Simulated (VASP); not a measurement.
# Se (P3_121) in VASP: band structure with PBE+D3(BJ)

Aim: the band structure of Se with PBE+D3(BJ).

Program: VASP 6.6.1. These are calculated values, not measurements. Logs are shortened: lines on timing, memory, paths and dates and some standing lists are left out, and cuts for length are marked.

## Step 1: The crystal as given

Symmetry: P3_121, No. 152, trigonal system. The conventional cell has a = 4.160 Å, b = 4.160 Å, c = 5.060 Å, α = 90.00°, β = 90.00°, γ = 120.00°. Around Se (site symmetry 2) lie 2 Se at 2.43 Å.

## Step 2: Band structure, PBE+D3(BJ)

Input file POSCAR:

```
Se                                      
1.0
    4.1602236136      0.0000000000      0.0000000000
   -2.0801118067      3.6028593365     -0.0000000000
    0.0000000000     -0.0000000000      5.0597835839
  Se            
     3
Direct
     0.2430534743745544    0.0000000000000000    0.3333333300000021
     0.9999999999996732    0.2430534743739007    0.6666666699999979
     0.7569465256257725    0.7569465256260993    0.0000000000000000
```

Input file INCAR.step1:

```
SYSTEM = Se
ALGO = Normal ; EDIFF = 1E-7
ENCUT = 520 ; GGA = PE
ISIF = 2 ; ISMEAR = 0
IVDW = 12 ; LASPH = .TRUE.
LCHARG = .TRUE. ; LREAL = .FALSE.
LWAVE = .FALSE. ; NBANDS = 16
NELM = 60 ; PREC = Accurate
SIGMA = 0.02
```

Input file KPOINTS.step1:

```
k-points
0
G
  3 3 2
  0 0 0
```

Input file INCAR.step2:

```
SYSTEM = Se
ALGO = Normal ; EDIFF = 1E-7
ENCUT = 520 ; GGA = PE
ICHARG = 11 ; ISIF = 2
ISMEAR = 0 ; IVDW = 12
LASPH = .TRUE. ; LCHARG = .FALSE.
LREAL = .FALSE. ; LWAVE = .FALSE.
NBANDS = 16 ; NELM = 60
PREC = Accurate ; SIGMA = 0.05
```

Input file KPOINTS.step2:

```
path GMKGALHA,LM,KH
10
line-mode
reciprocal
 0.0000000000  0.0000000000  0.0000000000  G
 0.5000000000  0.0000000000  0.0000000000  M

 0.5000000000  0.0000000000  0.0000000000  M
 0.3333333333  0.3333333333  0.0000000000  K

 0.3333333333  0.3333333333  0.0000000000  K
 0.0000000000  0.0000000000  0.0000000000  G

 0.0000000000  0.0000000000  0.0000000000  G
 0.0000000000  0.0000000000  0.5000000000  A

 0.0000000000  0.0000000000  0.5000000000  A
 0.5000000000  0.0000000000  0.5000000000  L

 0.5000000000  0.0000000000  0.5000000000  L
 0.3333333333  0.3333333333  0.5000000000  H

 0.3333333333  0.3333333333  0.5000000000  H
 0.0000000000  0.0000000000  0.5000000000  A

 0.5000000000  0.0000000000  0.5000000000  L
 0.5000000000  0.0000000000  0.0000000000  M

 0.3333333333  0.3333333333  0.0000000000  K
 0.3333333333  0.3333333333  0.5000000000  H
```

Potentials or basis: VASP PAW PBE potentials, release 64 (Se).

Run with:

```console
$ cat potpaw_PBE.64/Se/POTCAR > POTCAR
$ cp INCAR.step1 INCAR
$ cp KPOINTS.step1 KPOINTS
$ mpirun -np 1 vasp_std > vasp.out
$ cp INCAR.step2 INCAR
$ cp KPOINTS.step2 KPOINTS
$ mpirun -np 1 vasp_std > vasp.out
```

OUTCAR:

```text
SYSTEM = Se
   EDIFF = 1E-7
   ENCUT = 520
   GGA = PE
   ICHARG = 11
   ISIF = 2
   ISMEAR = 0
   IVDW = 12
   LASPH = .TRUE.
   LREAL = .FALSE.
   NELM = 60
   PREC = Accurate
 IVDW          = 12

 ion  position               nearest neighbor table
   1  0.243  0.000  0.333-   3 2.43   2 2.43
   2  1.000  0.243  0.667-   3 2.43   1 2.43
   3  0.757  0.757  0.000-   1 2.43   2 2.43

  LATTYP: Found a hexagonal cell.
 ALAT       =     4.1602236136
 C/A-ratio  =     1.2162287545

  Lattice vectors:

 A1 = (   4.1602236136,   0.0000000000,   0.0000000000)
 A2 = (  -2.0801118067,   3.6028593365,   0.0000000000)
 A3 = (   0.0000000000,   0.0000000000,   5.0597835839)

Analysis of symmetry for initial positions (statically):
=====================================================================
 Subroutine PRICEL returns:
 Original cell was already a primitive cell.

 Routine SETGRP: Setting up the symmetry group for a
 hexagonal supercell.

 Subroutine GETGRP returns: Found  6 space group operations
 (whereof  2 operations were pure point group operations)
 out of a pool of 24 trial point group operations.

The static configuration has the point symmetry C_2 .
 The point group associated with its full space group is D_3 .

Analysis of symmetry for dynamics (positions and initial velocities):
=====================================================================
 Subroutine PRICEL returns:
 Original cell was already a primitive cell.

 Routine SETGRP: Setting up the symmetry group for a
 hexagonal supercell.

 Subroutine GETGRP returns: Found  6 space group operations
 (whereof  2 operations were pure point group operations)
 out of a pool of 24 trial point group operations.

The dynamic configuration has the point symmetry C_2 .
 The point group associated with its full space group is D_3 .

 Subroutine INISYM returns: Found  6 space group operations
 (whereof  2 operations are pure point group operations),
 and found     1 'primitive' translations

----------------------------------------------------------------------------------------

                                     Primitive cell

  volume of cell :      75.8396

  direct lattice vectors                    reciprocal lattice vectors
     4.160223614  0.000000000  0.000000000     0.240371695  0.138778663  0.000000000
    -2.080111807  3.602859336  0.000000000     0.000000000  0.277557325  0.000000000
     0.000000000  0.000000000  5.059783584     0.000000000  0.000000000  0.197636911

  length of vectors
     4.160223614  4.160223615  5.059783584     0.277557325  0.277557325  0.197636911

  position of ions in fractional coordinates (direct lattice)
     0.243053474  0.000000000  0.333333330
     1.000000000  0.243053474  0.666666670
     0.756946526  0.756946526  0.000000000

  ion indices of the primitive-cell ions
   primitive index   ion index
                 1           1
                 2           2
                 3           3

----------------------------------------------------------------------------------------

 KPOINTS: path GMKGALHA,LM,KH

Interpolating k-points between supplied coordinates.

 Line segments in fractional coordinates (reciprocal lattice):
    0.000000  0.000000  0.000000  ...  0.500000  0.000000  0.000000
    0.500000  0.000000  0.000000  ...  0.333333  0.333333  0.000000
    0.333333  0.333333  0.000000  ...  0.000000  0.000000  0.000000
    0.000000  0.000000  0.000000  ...  0.000000  0.000000  0.500000
    0.000000  0.000000  0.500000  ...  0.500000  0.000000  0.500000
    0.500000  0.000000  0.500000  ...  0.333333  0.333333  0.500000
    0.333333  0.333333  0.500000  ...  0.000000  0.000000  0.500000
    0.500000  0.000000  0.500000  ...  0.500000  0.000000  0.000000
    0.333333  0.333333  0.000000  ...  0.333333  0.333333  0.500000

 Generated    10 points on each line segment, for a total of     90 k-points:

 Following reciprocal coordinates:
            Coordinates               Weight
  0.000000  0.000000  0.000000      0.011111
  0.055556  0.000000  0.000000      0.011111
  0.111111  0.000000  0.000000      0.011111
  0.166667  0.000000  0.000000      0.011111
  0.222222  0.000000  0.000000      0.011111
  0.277778  0.000000  0.000000      0.011111
[... 16 lines left out ...]
  0.259259  0.259259  0.000000      0.011111
  0.222222  0.222222  0.000000      0.011111
 [... further k-points ...]
   k-points           NKPTS =     90   k-points in BZ     NKDIM =     90   number of bands    NBANDS=     16
   number of dos      NEDOS =    301   number of ions     NIONS =      3
   total plane-waves  NPLWV =  40960
   dimension x,y,z NGX =    32 NGY =   32 NGZ =   40
   dimension x,y,z NGXF=    64 NGYF=   64 NGZF=   80
   ions per type =               3
   NGX,Y,Z   is equivalent  to a cutoff of  12.79, 12.79, 13.14 a.u.
   NGXF,Y,Z  is equivalent  to a cutoff of  25.57, 25.57, 26.29 a.u.
 SYSTEM =  Se
   PREC   = accura    normal or accurate (medium, high low for compatibility)
   ISTART =      0    job   : 0-new  1-cont  2-samecut
   ICHARG =     11    charge: 1-file 2-atom 10-const
   ISPIN  =      1    spin polarized calculation?
   LNONCOLLINEAR =      F non collinear calculations
   LSORBIT =      F    spin-orbit coupling
   LASPH  =      T    aspherical Exc in radial PAW
   ENCUT  =  520.0 eV  38.22 Ry    6.18 a.u.   7.74  7.74  9.41*2*pi/ulx,y,z
   NELM   =     60;   NELMIN=  2; NELMDL=  0     # of ELM steps
   EDIFF  = 0.1E-06   stopping-criterion for ELM
   LREAL  =      F    real-space projection
   EDIFFG = 0.1E-05   stopping-criterion for IOM
   NSW    =      0    number of steps for IOM
   IBRION =     -1    ionic relax: 0-MD 1-quasi-New 2-CG
   NFREE  =      0    steps in history (QN), initial steepest desc. (CG)
   ISIF   =      2    stress and relaxation
   ISYM   =      2    0-nonsym 1-usesym 2-fastsym
   POTIM  = 0.5000    time-step for ionic-motion
   TEBEG  =    0.0;   TEEND  =   0.0 temperature during run
   PSTRESS=    0.0 pullay stress
   NELECT =      18.0000    total number of electrons
   NUPDOWN=      -1.0000    fix difference up-down
   EMIN   =  10.00;   EMAX   =-10.00  energy-range for DOS
[... 5 lines left out ...]
     AMIX     =   0.40;   BMIX     =  1.00
     AMIX_MAG =   1.60;   BMIX_MAG =  1.00
  volume/ion in A,a.u.               =      25.28       170.60
  Fermi-wavevector in a.u.,A,eV,Ry     =   1.013601  1.915428 13.978448  1.027387
  Thomas-Fermi vector in A             =   2.146779
   LORBIT       =      0    0 simple, 1 ext, 2 COOP (PROOUT), +10 PAW based schemes
   GGA     = PE    functional components
   LHFCALC =     F    Hartree Fock is set to
   AEXX    =    0.0000 exact exchange contribution
   IVDW    =    12    specifies the selected vdW correction
   LEPSILON=     F    determine dielectric tensor
   LRPA    =     F    only Hartree local field effects (RPA)
 non-spin polarized calculation
 Gauss-broadening in eV      SIGMA  =   0.05
  energy-cutoff  :      520.00
  volume of cell :       75.84
 maximum number of plane-waves:      2065
 NGX is ok and might be reduce to    32

 number of electron      18.0000001 magnetization

 Free energy of the ion-electron system (eV)
  ---------------------------------------------------
  ext. energy  EPLUGINS =         0.00000000
  ---------------------------------------------------
  free energy    TOTEN  =        -9.93531117 eV

  energy without entropy =       -9.93531117  energy(sigma->0) =       -9.93531117

 E-fermi :   3.6912     XC(G=0):  -9.2610

 val. band max:        3.4238820809   @ k =   0.3889   0.2222   0.5000
 cond. band min:       4.0748809846   @ k =   0.3333   0.3333   0.5000
 fundamental gap:      0.6509989038
 Fermi energy:         3.6912058959

 k-point     1 :       0.0000    0.0000    0.0000
  band No.  band energies     occupation
      1     -12.4834      2.00000
      2      -8.4434      2.00000
      3      -8.4434      2.00000
      4      -0.3431      2.00000
      5      -0.1692      2.00000
      6      -0.1692      2.00000
[... 8 lines left out ...]
     15      10.0893      0.00000
     16      11.8062      0.00000

 k-point     2 :       0.0556    0.0000    0.0000
  band No.  band energies     occupation
      1     -12.4654      2.00000
      2      -8.4544      2.00000
      3      -8.4403      2.00000
      4      -0.5329      2.00000
      5      -0.2571      2.00000
      6      -0.1151      2.00000
[... 8 lines left out ...]
     15      10.2735      0.00000
     16      11.7148      0.00000

 k-point     3 :       0.1111    0.0000    0.0000
  band No.  band energies     occupation
      1     -12.4120      2.00000
      2      -8.4884      2.00000
      3      -8.4313      2.00000
      4      -0.8714      2.00000
      5      -0.4483      2.00000
      6      -0.1187      2.00000
[... 8 lines left out ...]
     15      10.6499      0.00000
     16      11.6285      0.00000

 k-point     4 :       0.1667    0.0000    0.0000
  band No.  band energies     occupation
      1     -12.3264      2.00000
      2      -8.5481      2.00000
      3      -8.4171      2.00000
      4      -1.2198      2.00000
      5      -0.6657      2.00000
      6      -0.1911      2.00000
[... 8 lines left out ...]
     15      11.0597      0.00000
     16      11.7627      0.00000
[... 324 lines left out ...]
 k-point    22 :       0.2963    0.2963    0.0000
  band No.  band energies     occupation
      1     -11.6108      2.00000
      2      -8.8845      2.00000
      3      -8.6836      2.00000
      4      -1.7276      2.00000
      5      -1.6828      2.00000
      6       0.0983      2.00000
[... 8 lines left out ...]
     15      11.6570      0.00000
     16      13.2975      0.00000

 k-point    23 :       0.2593    0.2593    0.0000
  band No.  band energies     occupation
      1     -11.6896      2.00000
      2      -8.9039      2.00000
      3      -8.5804      2.00000
      4      -1.7563      2.00000
      5      -1.6742      2.00000
      6      -0.0544      2.00000
[... 8 lines left out ...]
     15      12.4334      0.00000
     16      13.0169      0.00000

 k-point    24 :       0.2222    0.2222    0.0000
  band No.  band energies     occupation
      1     -11.8173      2.00000
      2      -8.8583      2.00000
      3      -8.4996      2.00000
      4      -1.7647      2.00000
      5      -1.6192      2.00000
      6      -0.1076      2.00000
[... 8 lines left out ...]
     15      12.2806      0.00000
     16      13.4352      0.00000

 [... further k-points ...]

------------------------ aborting loop because EDIFF is reached ----------------------------------------

 Edisp (eV)   -1.03215

 E8    (eV) :    -0.4261

  FORCE on cell =-STRESS in cart. coord.  units (eV):
  Direction    XX          YY          ZZ          XY          YZ          ZX
  --------------------------------------------------------------------------------------
  -------------------------------------------------------------------------------------
  Total       1.66171     1.66171    -0.35409     0.00000     0.00000     0.00000
  in kB      35.10510    35.10510    -7.48039     0.00000     0.00000     0.00000
  external pressure =       20.91 kB  Pullay stress =        0.00 kB

 VOLUME and BASIS-vectors are now :
 -----------------------------------------------------------------------------
  energy-cutoff  :      520.00
  volume of cell :       75.84
      direct lattice vectors                 reciprocal lattice vectors
     4.160223614  0.000000000  0.000000000     0.240371695  0.138778663  0.000000000
    -2.080111807  3.602859336  0.000000000     0.000000000  0.277557325  0.000000000
     0.000000000  0.000000000  5.059783584     0.000000000  0.000000000  0.197636911

 POSITION                                       TOTAL-FORCE (eV/Angst)
 -----------------------------------------------------------------------------------
      1.01116      0.00000      1.68659        -0.175633      0.000000      0.000000
      3.65465      0.87569      3.37319         0.087816     -0.152103     -0.000000
      1.57453      2.72717      0.00000         0.087816      0.152103     -0.000000
 -----------------------------------------------------------------------------------
    total drift:                               -0.000014     -0.000033      0.000000

  FREE ENERGIE OF THE ION-ELECTRON SYSTEM (eV)
  ---------------------------------------------------
  free  energy   TOTEN  =       -10.9674593684 eV

  energy  without entropy=      -10.9674593684  energy(sigma->0) =      -10.96745937
```

Wall time 24 s (1 thread of Intel Xeon 6975P-C (Granite Rapids), shared host); peak memory 0.24 GiB.

What came out:

```
Band gap on the k mesh     : 0.76 eV, direct
Band gap along the path    : 0.65 eV, indirect (least direct gap 0.76 eV)
Dispersion energy per atom : -0.344 eV
```

Levels at the corners of the path, in eV from the valence-band top:
```tsv
point	band 6	band 7	band 8	band 9	band 10	band 11	band 12	band 13
Γ	-3.59	-1.96	-1.96	-0.55	1.50	1.50	1.94	6.41
M	-3.74	-3.34	-1.57	-1.03	1.54	1.80	4.14	4.64
M	-3.74	-3.34	-1.57	-1.03	1.54	1.80	4.14	4.64
K	-3.11	-3.11	-2.95	-2.20	3.10	3.10	3.63	5.92
K	-3.11	-3.11	-2.95	-2.20	3.10	3.10	3.63	5.92
Γ	-3.59	-1.96	-1.96	-0.55	1.50	1.50	1.94	6.41
Γ	-3.59	-1.96	-1.96	-0.55	1.50	1.50	1.94	6.41
A	-3.23	-1.49	-1.49	-1.35	0.91	0.91	0.97	5.86
A	-3.23	-1.49	-1.49	-1.35	0.91	0.91	0.97	5.86
L	-4.27	-2.33	-1.80	-0.05	1.43	2.58	2.80	6.10
L	-4.27	-2.33	-1.80	-0.05	1.43	2.58	2.80	6.10
H	-5.34	-1.09	-0.11	-0.11	0.65	2.30	2.30	6.97
H	-5.34	-1.09	-0.11	-0.11	0.65	2.30	2.30	6.97
A	-3.23	-1.49	-1.49	-1.35	0.91	0.91	0.97	5.86
L	-4.27	-2.33	-1.80	-0.05	1.43	2.58	2.80	6.10
M	-3.74	-3.34	-1.57	-1.03	1.54	1.80	4.14	4.64
K	-3.11	-3.11	-2.95	-2.20	3.10	3.10	3.63	5.92
H	-5.34	-1.09	-0.11	-0.11	0.65	2.30	2.30	6.97
```

Caveat: the k mesh is coarse (spacing up to 0.62 Å⁻¹), so the values aren't converged; the log is that of the step along the path at fixed density, whose energy, stress, charges and moments have no meaning; the mesh misses the band edges, which the band path finds closer together. Expect the measured gap to be larger: semilocal functionals such as PBE lack the derivative discontinuity.
